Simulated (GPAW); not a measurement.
# Li (Im-3m) in GPAW: settings compared

The runs below take Li through band structure, with PBEsol, RPBE, revPBE, BLYP, r2SCAN.

All numbers are computed with GPAW 26.7.0; they aren't measurements. Logs are shortened: lines on timing, memory, paths and dates and some standing lists are left out, and cuts for length are marked. The log counts tension as positive stress, the text compression.

**1. Starting point**

The structure is cubic, space group Im-3m (No. 229). The conventional cell has a = 3.509 Å, b = 3.509 Å, c = 3.509 Å, α = 90.00°, β = 90.00°, γ = 90.00°. Li (site symmetry m-3m) has 8 Li at 3.04 Å as nearest neighbours.

**2. Band structure, PBEsol**

run.py reads:

```python
from ase import Atoms
from ase.dft.bandgap import bandgap
from ase.io import write
from ase.units import Bohr, GPa
from gpaw import GPAW, PW, setup_paths
from gpaw.elf import elf_from_dft_calculation

setup_paths.insert(0, '.')

atoms = Atoms(['Li'],
              cell=[[-1.75465, 1.75465, 1.75465],
                    [1.75465, -1.75465, 1.75465],
                    [1.75465, 1.75465, -1.75465]],
              scaled_positions=[[0.0, 0.0, 0.0]],
              pbc=True)

calc = GPAW(mode=PW(800),
            xc='PBEsol',
            kpts={'size': (11, 11, 11), 'gamma': True},
            occupations={'name': 'fermi-dirac', 'width': 0.05},
            nbands=6,
            convergence={'density': 1e-05, 'energy': 1e-05},
            maxiter=150,
            txt='gpaw.txt')
atoms.calc = calc
energy = atoms.get_potential_energy()
forces = atoms.get_forces()
stress = atoms.get_stress()
calc.write('gs.gpw')
write('result.traj', atoms)
print(f'Energy: {energy:.6f} eV')
print('Forces (eV/A):')
print(forces.round(4))
print('Stress (GPa):', (stress / GPa).round(3))
print('Fermi level:', round(calc.get_fermi_level(), 4), 'eV')
print(f'Gap: {bandgap(calc)[0]:.4f} eV, direct: {bandgap(calc, direct=True)[0]:.4f} eV')

# fields on the real-space grid
write('density.cube', atoms, data=calc.get_pseudo_density() * Bohr**3)
write('potential.cube', atoms, data=calc.get_electrostatic_potential())
write('elf.cube', atoms, data=elf_from_dft_calculation(calc).data)

path = atoms.cell.bandpath('GHNGPH,PN', npoints=100, eps=1e-4)
bs_calc = calc.fixed_density(kpts=path, symmetry='off', nbands=13,
                             convergence={'bands': 'CBM+6.0', 'eigenstates': 1e-6}, txt='bands.txt')
bs = bs_calc.band_structure()
bs.write('bs.json')
print(f'Gap on the path: {bandgap(bs_calc)[0]:.4f} eV')
```

Potentials or basis: PAW data sets generated in the run's folder for this functional, pw.

Run with:

```console
$ gpaw-setup -f PBEsol Li
$ OMP_NUM_THREADS=1 python run.py
```

gpaw.txt:

```text
__  _  _
 | _ |_)|_||  |
 |__||  | ||/\| - 26.7.0

Input parameters:
  mode=PW(ecut=800.0),
  convergence={'density': 1e-05, 'energy': 1e-05},
  kpts=MonkhorstPack(size=(11, 11, 11), gamma=True),
  maxiter=150,
  nbands=6,
  occupations=Occupations(name='fermi-dirac', width=0.05),
  xc=XC(name='PBEsol')

Diagonalizing LCAO Hamiltonian
Converting LCAO to pw mode

       Li

Atoms  # Å, Bohr magnetons
|   | symbol |        x |        y |        z |    initial magnetic moments |
|---|--------|----------|----------|----------|-----------------------------|
| 0 |     Li | 0.000000 | 0.000000 | 0.000000 | ( 0.0000,  0.0000,  0.0000) |

Unit cell  # Å
| periodic |         x |         y |         z |  lengths |     angles |
|----------|-----------|-----------|-----------|----------|------------|
|      yes | -1.754650 |  1.754650 |  1.754650 | 3.039143 | 109.471221 |
|      yes |  1.754650 | -1.754650 |  1.754650 | 3.039143 | 109.471221 |
|      yes |  1.754650 |  1.754650 | -1.754650 | 3.039143 | 109.471221 |

Number of symmetries: 48
Symmetry operations  # r_c * U_cc + t_c -> r_c
|    | kind |            matrix            |
|----|------|------------------------------|
|  0 |  σ   |  1, 1, 1,  0, 0,-1,  0,-1, 0 |
|  1 |  C4  |  1, 1, 1,  0, 0,-1, -1, 0, 0 |
|  2 |  C2  |  1, 1, 1,  0,-1, 0,  0, 0,-1 |
|  3 |  S6  |  1, 1, 1,  0,-1, 0, -1, 0, 0 |
|  4 |  S6  |  1, 1, 1, -1, 0, 0,  0, 0,-1 |
|  5 |  C4  |  1, 1, 1, -1, 0, 0,  0,-1, 0 |
|  6 |  E   |  1, 0, 0,  0, 1, 0,  0, 0, 1 |
|  7 |  σ   |  1, 0, 0,  0, 1, 0, -1,-1,-1 |
|  8 |  σ   |  1, 0, 0,  0, 0, 1,  0, 1, 0 |
|  9 |  C3  |  1, 0, 0,  0, 0, 1, -1,-1,-1 |
| 10 |  C3  |  1, 0, 0, -1,-1,-1,  0, 1, 0 |
| 11 |  σ   |  1, 0, 0, -1,-1,-1,  0, 0, 1 |
| 12 |  σ   |  0, 1, 0,  1, 0, 0,  0, 0, 1 |
| 13 |  C2  |  0, 1, 0,  1, 0, 0, -1,-1,-1 |
| 14 |  C3  |  0, 1, 0,  0, 0, 1,  1, 0, 0 |
| 15 |  S4  |  0, 1, 0,  0, 0, 1, -1,-1,-1 |
| 16 |  S4  |  0, 1, 0, -1,-1,-1,  1, 0, 0 |
| 17 |  C3  |  0, 1, 0, -1,-1,-1,  0, 0, 1 |
| 18 |  C3  |  0, 0, 1,  1, 0, 0,  0, 1, 0 |
| 19 |  S4  |  0, 0, 1,  1, 0, 0, -1,-1,-1 |
| 20 |  σ   |  0, 0, 1,  0, 1, 0,  1, 0, 0 |
| 21 |  C3  |  0, 0, 1,  0, 1, 0, -1,-1,-1 |
| 22 |  C2  |  0, 0, 1, -1,-1,-1,  1, 0, 0 |
| 23 |  S4  |  0, 0, 1, -1,-1,-1,  0, 1, 0 |
| 24 |  C4  |  0, 0,-1,  1, 1, 1,  0,-1, 0 |
| 25 |  σ   |  0, 0,-1,  1, 1, 1, -1, 0, 0 |
| 26 |  S6  |  0, 0,-1,  0,-1, 0,  1, 1, 1 |
| 27 |  C2  |  0, 0,-1,  0,-1, 0, -1, 0, 0 |
| 28 |  C4  |  0, 0,-1, -1, 0, 0,  1, 1, 1 |
| 29 |  S6  |  0, 0,-1, -1, 0, 0,  0,-1, 0 |
| 30 |  S6  |  0,-1, 0,  1, 1, 1,  0, 0,-1 |
| 31 |  C4  |  0,-1, 0,  1, 1, 1, -1, 0, 0 |
| 32 |  C4  |  0,-1, 0,  0, 0,-1,  1, 1, 1 |
| 33 |  S6  |  0,-1, 0,  0, 0,-1, -1, 0, 0 |
| 34 |  σ   |  0,-1, 0, -1, 0, 0,  1, 1, 1 |
| 35 |  C2  |  0,-1, 0, -1, 0, 0,  0, 0,-1 |
| 36 |  C2  | -1, 0, 0,  1, 1, 1,  0, 0,-1 |
| 37 |  S6  | -1, 0, 0,  1, 1, 1,  0,-1, 0 |
| 38 |  S6  | -1, 0, 0,  0, 0,-1,  1, 1, 1 |
| 39 |  C2  | -1, 0, 0,  0, 0,-1,  0,-1, 0 |
| 40 |  C2  | -1, 0, 0,  0,-1, 0,  1, 1, 1 |
| 41 |  i   | -1, 0, 0,  0,-1, 0,  0, 0,-1 |
| 42 |  S4  | -1,-1,-1,  1, 0, 0,  0, 1, 0 |
| 43 |  C3  | -1,-1,-1,  1, 0, 0,  0, 0, 1 |
| 44 |  C3  | -1,-1,-1,  0, 1, 0,  1, 0, 0 |
| 45 |  σ   | -1,-1,-1,  0, 1, 0,  0, 0, 1 |
| 46 |  S4  | -1,-1,-1,  0, 0, 1,  1, 0, 0 |
| 47 |  C2  | -1,-1,-1,  0, 0, 1,  0, 1, 0 |

BZ-sampling:
  Number of BZ points: 1331
  Number of IBZ points: 56

  Monkhorst-Pack size: [11, 11, 11]
  Monkhorst-Pack shift: [0, 0, 0]

K-points  # in reciprocal-cell coordinates
|     |                                coordinates |     weight |
|-----|--------------------------------------------|------------|
|   0 | (  0.00000000,   0.00000000,   0.00000000) | 0.00075131 |
|   1 | (  0.09090909,   0.00000000,   0.00000000) | 0.00901578 |
|   2 | (  0.09090909,   0.09090909,  -0.09090909) | 0.00450789 |
|   3 | (  0.18181818,   0.00000000,  -0.09090909) | 0.01803156 |
|   4 | (  0.18181818,   0.00000000,   0.00000000) | 0.00901578 |
|   5 | (  0.18181818,   0.09090909,  -0.09090909) | 0.01803156 |
|   6 | (  0.18181818,   0.18181818,  -0.18181818) | 0.00450789 |
|   7 | (  0.27272727,  -0.09090909,  -0.09090909) | 0.00601052 |
|   8 | (  0.27272727,   0.00000000,  -0.09090909) | 0.03606311 |
|   9 | (  0.27272727,   0.00000000,   0.00000000) | 0.00901578 |
| ... |                                            |            |
|  55 | (  0.45454545,   0.45454545,   0.45454545) | 0.00601052 |

Plane wave coefficients: 1132
Cutoff: 800.0 eV

Spin-components: 1 (collinear spins)
Bands:           6
Projectors:      5
Spin-degeneracy: 2
Datatype:        complex128

Parallelization:
  kpt:    1
  domain: 1
  band:   1

Density:
  Valence electrons: 1.0
  Components: 1
  Grid points: [20 20 20]
  Charge: 0.0  # |e|

Potential:
  Grid points: [20 20 20]

species:
  Li:
    name:    Lithium
    Z:       3.0
    valence: 1
    core:    2
    charge:  0.0  # [|e|]
    compensation charges:
      type: gauss
      rc: 0.33  # [Å]
      lmax: 2
    cutoffs:
      filter: 1.91  # [Å]
      core: 2.55  # [Å]
    projectors
    | kind |    occ | energy [eV] | rcut [Å] |
    |------|--------|-------------|----------|
    |   2s |  1.000 |      -2.822 |    1.058 |
    |   2p |  0.000 |      -1.056 |    1.058 |
    |    s |        |      24.389 |    1.058 |
    |    p |        |      26.155 |    1.058 |
    |    d |        |       0.000 |    1.058 |

    Using partial waves for Li as LCAO basis

Reference energy: -201.035873  # eV

eigensolver:
  PPCG
  Converge bands: occupied
  niter=2

density mixing:
  MSR1-Mixer
  Pratt-step length: 0.05
  Maximum mixing coefficient: 0.75
  Old densities: 10
  SVD Regularization: 0.005
  Good broyden scale: 1.0
  Trust region scale: 1.0
  Backstep threshold: 4.0
  History deletion threshold: 6.0
  Fourier metric: weight=20.0, sigma=0.015

occupation numbers:
  Fermi-Dirac:
    width: 0.0500  # eV

poisson solver:
  ecut: 6400.0  # eV

xc functional:
  name: PBEsol with 2 nearest neighbor stencil

convergence criteria:
- Maximum integral of absolute [dens]ity change: 1e-05 electrons / valence electron
- Maximum [total energy] change in last 3 cyles: 1e-05 eV / valence electron
- Maximum integral of absolute [eigenst]ate change: 4e-08 eV^2 / valence electron
maximum number of iterations: 150

SCF iterations
|iter     | |      energy | eigst |  dens |
|---------|-|-------------|-------|-------|
|iter:   1| |   -1.967418 | -0.17 |       |
|iter:   2| |   -1.966830 | -2.54 | -1.27 |
|iter:   3| |   -1.964764 | -2.39 | -1.29 |
|iter:   4| |   -1.964810 | -3.19 | -1.80 |
|iter:   5| |   -1.964820 | -5.49 | -2.50 |
|iter:   6| |   -1.964820c| -7.55c| -3.33 |
|iter:   7| |   -1.964820c| -7.91c| -4.79 |
|iter:   8| |   -1.964820c| -8.38c| -5.12c|

Converged in 8 steps
Energy contributions relative to reference atoms: (reference = -201.035873)

Energy contributions:
  Kinetic:           1.711637
  Coulomb:          -1.532310
  Zero:              0.000024
  External:          0.000000
  Xc:               -2.142319
  Entropy:          -0.003702
  Spinorbit:         0.000000
  ----------------------------
  Free energy:      -1.966671
  Extrapolated:     -1.964820

dipole moment: (-1.008999, -1.008999, -1.008999)  # |e|*Ang

Fermi level: 0.207
Eigenvalues  # (at kpt = [0.000, 0.000, 0.000])
| band index |      eig [eV] | occ [0-2] |
|------------|---------------|-----------|
|          0 |        -3.294 |     2.000 |
|          1 |        14.219 |     0.000 |
|          2 |        14.219 |     0.000 |
|          3 |        14.219 |     0.000 |
|          4 |        18.757 |     0.000 |
|          5 |        18.784 |     0.000 |

No gap
No difference between direct/indirect transitions

Forces  # eV/Ang
|       x |        y |       z |
|---------|----------|---------|
| 0.00000 | -0.00000 | 0.00000 |  # Li   0

Stress tensor  # eV/Ang^3
|         x |         y |         z |
|-----------|-----------|-----------|
|  0.004883 | -0.000000 |  0.000000 |
| -0.000000 |  0.004883 | -0.000000 |
|  0.000000 | -0.000000 |  0.004883 |

# Writing to gs.gpw (mode='')
```

Run time: 14 s. Hardware: 1 thread of Arm Neoverse V1, shared host; peak memory 0.19 GiB.

Results:

* Free energy: -1.9667 eV
* Pressure: -0.8 GPa
* Band gap along the path: none (metal or under the smearing width)

Levels at the corners of the path, in eV from the Fermi level:
```csv
point,band 1,band 2,band 3
Γ,-3.50,14.01,14.01
H,5.29,5.29,5.29
N,0.24,3.03,9.93
Γ,-3.50,14.01,14.01
P,3.25,3.25,3.25
H,5.29,5.29,5.29
P,3.25,3.25,3.25
N,0.24,3.03,9.93
```

(Part 1 of 2 ends here.)
